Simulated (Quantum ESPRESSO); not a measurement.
# GaN/Ga(1-x)Al(x)N (10-10) interfaces, on the lattice of GaN, stepped through the share x of Al, part 2 of 9

What law, if any, do the results for GaN/Ga(1-x)Al(x)N (10-10) interfaces, on the lattice of GaN follow against the share x of Al?

Quantum ESPRESSO 7.5; plane-wave DFT, LDA, GBRV ultrasoft pseudopotentials.

So far. Step 2 (Relaxing cell and ions of the reference):  The last row is no step: it is a fresh SCF in the final cell with a new plane-wave basis, +2 meV from the row before. The relaxed cell has a = 3.154, c = 5.142 Å (conventional setting).

### 3. SCF with pw.x of the reference

A bulk run at that cell gives the reference energy and levels.

The input, ref.bulk.in:

```
&control
  prefix = 'ref.bulk'
  outdir = './out'
  pseudo_dir = './pseudo'
  calculation = 'scf'
  tprnfor = .true.
/
&system
  ibrav = 0
  nat = 8
  ntyp = 2
  ecutwfc = 40
  ecutrho = 200
  occupations = 'smearing'
  smearing = 'fd'
  degauss = 0.002
  nbnd = 52
/
&electrons
  conv_thr = 1e-09
  mixing_beta = 0.4
  electron_maxstep = 120
/
ATOMIC_SPECIES
  Ga  69.7230  ga_lda_v1.4.uspp.F.UPF
  N   14.0070  n_lda_v1.2.uspp.F.UPF
CELL_PARAMETERS angstrom
  3.15391494600000 0.00000000000000 0.00000000000000
  0.00000000000000 5.14194925300000 0.00000002900000
  0.00000000000000 0.00000003100000 5.46271074000000
ATOMIC_POSITIONS crystal
  Ga  0.500000000000 0.500307347800 0.166667235200
  N   0.500000000000 0.876692535000 0.166667399600
  Ga  0.000000000000 0.000307532300 0.333333351100
  N   0.000000000000 0.376692647100 0.333332478200
  Ga  0.000000000000 0.500307498000 0.666666598800
  N   0.000000000000 0.876692616000 0.666667542500
  Ga  0.500000000000 0.000307346400 0.833332816700
  N   0.500000000000 0.376692477400 0.833332577900
K_POINTS automatic
  10 6 6 0 0 0
```

Run with:

```console
$ OMP_NUM_THREADS=1 mpirun -n 4 pw.x -nk 4 -in ref.bulk.in > ref.bulk.out
```

The program printed:

```text
[banner, memory and clock lines left out]
Program PWSCF v.7.5 starts
[citation notice left out]

[...]
Message from routine setup:
[...]
bravais-lattice index     =            0
     lattice parameter (alat)  =       5.9600  a.u.
     unit-cell volume          =     597.8367 (a.u.)^3
     number of atoms/cell      =            8
     number of atomic types    =            2
     number of electrons       =        96.00
     number of Kohn-Sham states=           52
     kinetic-energy cutoff     =      40.0000  Ry
     charge density cutoff     =     200.0000  Ry
     scf convergence threshold =      1.0E-09
     mixing beta               =       0.4000
     number of iterations used =            8  plain     mixing
     Exchange-correlation= SLA  PZ   NOGX NOGC
                           (   1   1   0   0   0   0   0)

[...]
PseudoPot. # 1 for Ga read from file:
     ./pseudo/ga_lda_v1.4.uspp.F.UPF
     Pseudo is Ultrasoft + core correction, Zval = 19.0
     Generated by new atomic code, or converted to UPF format
     Using radial grid of  871 points,  6 beta functions with:
                l(1) =   0
                l(2) =   0
                l(3) =   1
                l(4) =   1
                l(5) =   2
                l(6) =   2
     Q(r) pseudized with  8 coefficients,  rinner =    1.250   1.250   1.250
                                                       1.250   1.250

     PseudoPot. # 2 for N  read from file:
     ./pseudo/n_lda_v1.2.uspp.F.UPF
     Pseudo is Ultrasoft + core correction, Zval =  5.0
     Generated by new atomic code, or converted to UPF format
     Using radial grid of  729 points,  4 beta functions with:
                l(1) =   0
                l(2) =   0
                l(3) =   1
                l(4) =   1
     Q(r) pseudized with  8 coefficients,  rinner =    0.900   0.900   0.900

     atomic species   valence    mass     pseudopotential
     Ga               19.00    69.72300     Ga( 1.00)
     N                 5.00    14.00700     N ( 1.00)

      2 Sym. Ops. (no inversion) found

[...]
number of k points=   120  Fermi-Dirac smearing, width (Ry)=  0.0020

     Number of k-points >= 100: set verbosity='high' to print them.

     Dense  grid:    28607 G-vectors     FFT dimensions: (  27,  45,  48)

     Smooth grid:    20385 G-vectors     FFT dimensions: (  24,  40,  45)

     Check: negative core charge=   -0.000002

     Initial potential from superposition of free atoms

     starting charge      92.0000, renormalised to      96.0000
     Starting wfcs are   64 randomized atomic wfcs

     per-process dynamical memory:    92.6 Mb

     Self-consistent Calculation

     iteration #  1     ecut=    40.00 Ry     beta= 0.40
     Davidson diagonalization with overlap
     ethr =  1.00E-02,  avg # of iterations =  2.7

     total energy              =   -1733.85793192 Ry
     estimated scf accuracy    <      20.33583851 Ry

     iteration #  2     ecut=    40.00 Ry     beta= 0.40
[...]
total energy              =   -1740.74052794 Ry
     estimated scf accuracy    <       1.51992351 Ry

     iteration #  3     ecut=    40.00 Ry     beta= 0.40
[...]
total energy              =   -1740.83540043 Ry
     estimated scf accuracy    <       0.13816240 Ry

     iteration #  4     ecut=    40.00 Ry     beta= 0.40
[...]
total energy              =   -1740.85582352 Ry
     estimated scf accuracy    <       0.01100929 Ry

     iteration #  5     ecut=    40.00 Ry     beta= 0.40
[...]
total energy              =   -1740.85610741 Ry
     estimated scf accuracy    <       0.00315756 Ry

     iteration #  6     ecut=    40.00 Ry     beta= 0.40
[...]
total energy              =   -1740.85694767 Ry
     estimated scf accuracy    <       0.00014768 Ry

[...]
iteration #  9     ecut=    40.00 Ry     beta= 0.40
[...]
total energy              =   -1740.85700975 Ry
     estimated scf accuracy    <       0.00000044 Ry

     iteration # 10     ecut=    40.00 Ry     beta= 0.40
[...]
total energy              =   -1740.85700989 Ry
     estimated scf accuracy    <          2.7E-09 Ry

     iteration # 11     ecut=    40.00 Ry     beta= 0.40
[...]
total energy              =   -1740.85700989 Ry
     estimated scf accuracy    <          2.6E-09 Ry

     iteration # 12     ecut=    40.00 Ry     beta= 0.40
[...]
End of self-consistent calculation

     Number of k-points >= 100: set verbosity='high' to print the bands.

     the Fermi energy is    12.6212 ev

!    total energy              =   -1740.85700989 Ry
     estimated scf accuracy    <          1.1E-10 Ry
     smearing contrib. (-TS)   =      -0.00000000 Ry
     internal energy E=F+TS    =   -1740.85700989 Ry

     The total energy is F=E-TS. E is the sum of the following terms:
     one-electron contribution =   -1334.25643765 Ry
     hartree contribution      =     718.34107195 Ry
     xc contribution           =    -213.02140004 Ry
     ewald contribution        =    -911.92024416 Ry

     convergence has been achieved in  12 iterations

     Forces acting on atoms (cartesian axes, Ry/au):

     atom    1 type  1   force =     0.00000000    0.00000442   -0.00000097
     atom    2 type  2   force =     0.00000000   -0.00000362   -0.00000019
     atom    3 type  1   force =     0.00000000    0.00000298   -0.00000136
     atom    4 type  2   force =     0.00000000   -0.00000343    0.00000137
     atom    5 type  1   force =     0.00000000    0.00000338    0.00000098
     atom    6 type  2   force =     0.00000000   -0.00000386   -0.00000103
     atom    7 type  1   force =     0.00000000    0.00000110    0.00000195
     atom    8 type  2   force =     0.00000000   -0.00000098   -0.00000074

     Total force =     0.000010     Total SCF correction =     0.000010
     SCF correction compared to forces is large: reduce conv_thr to get better values

[...]
```

Elapsed: 1.8 min, on 4 MPI ranks of Arm Neoverse V1, shared host; peak memory 0.56 GiB.

Read from the output:

- free energy: -23685.5662 eV
- Fermi energy: 12.62 eV
- valence top, on the run's zero: 11.04 eV
- conduction bottom, on the run's zero: 13.16 eV
- gap by band count: 2.123 eV

### 4. Electrostatic potential of the reference

plot_num = 11 writes the bare and Hartree potential, from which vacuum levels or, in a crystal, the mean potential are read.

The input, ref.bulk.pot.in:

```
&inputpp
  prefix = 'ref.bulk'
  outdir = './out'
  filplot = 'ref.bulk.pot.dat'
  plot_num = 11
/
```

Run with:

```console
$ OMP_NUM_THREADS=1 mpirun -n 4 pp.x -in ref.bulk.pot.in > ref.bulk.pot.out
```

The program printed:

```text
[banner, memory and clock lines left out]
Program POST-PROC v.7.5 starts

          URL

     ./out/ref.bulk.save/

     IMPORTANT: XC functional enforced from input :
     Exchange-correlation= PZ
                           (   1   1   0   0   0   0   0)
     Any further DFT definition will be discarded
     Please, verify this is what you really want

     Check: negative core charge=   -0.000002

     Calling punch_plot, plot_num =  11
     Writing data to file  ref.bulk.pot.dat
     Message from routine chdens:
     namelist plot not found or invalid, exiting
```

Run time: 0.82 s. Hardware: 4 MPI ranks; peak memory 0.09 GiB; 3 s of CPU time.

Electrostatic potential energy of an electron; zero at the highest filled level of the SCF mesh. Table of potential energy, planar mean by z:

z (Å), potential energy, planar mean (eV) and a bar from the least value:
```
     0.00        1.0 ##############################
     0.11        0.8 #############################
     0.34       -1.5 #######################
     0.46       -3.4 ###################
     0.57       -5.6 #############
     0.68       -7.8 #######
     0.91      -10.5 #
     1.02      -10.7 
     1.14      -10.4 #
     1.25       -9.9 ##
     1.48       -9.9 ##
     1.59      -10.4 #
     1.71      -10.7 
     1.93       -9.5 ###
     2.05       -7.8 #######
     2.16       -5.6 #############
     2.28       -3.4 ###################
     2.50       -0.1 ###########################
     2.62        0.8 #############################
     2.73        1.0 ##############################
     2.85        0.8 #############################
     3.07       -1.5 #######################
     3.19       -3.4 ###################
     3.30       -5.6 #############
     3.41       -7.8 #######
     3.64      -10.5 #
     3.76      -10.7 
     3.87      -10.4 #
     4.10       -9.7 ##
     4.21       -9.9 ##
     4.32      -10.4 #
     4.44      -10.7 
     4.67       -9.5 ###
     4.78       -7.8 #######
     4.89       -5.6 #############
     5.01       -3.4 ###################
     5.24       -0.1 ###########################
     5.35        0.8 #############################
```

[end of part 2 of 9]

[Logs are printed without paths, hosts, clocks, repeated set-up lines and the standing remarks that a program may print on its own settings, such as how far it seeks lower states.]

[Hosts, paths, dates, database ids (printed as entryN), source tags and the programs' standing remarks are cut or masked in the printed files.]

[Maps of the electrostatic potential energy from Ansatz leave out the sawtooth potential of an applied field or a dipole correction, so their vacuum need not be flat; planar profiles and work functions include it.]
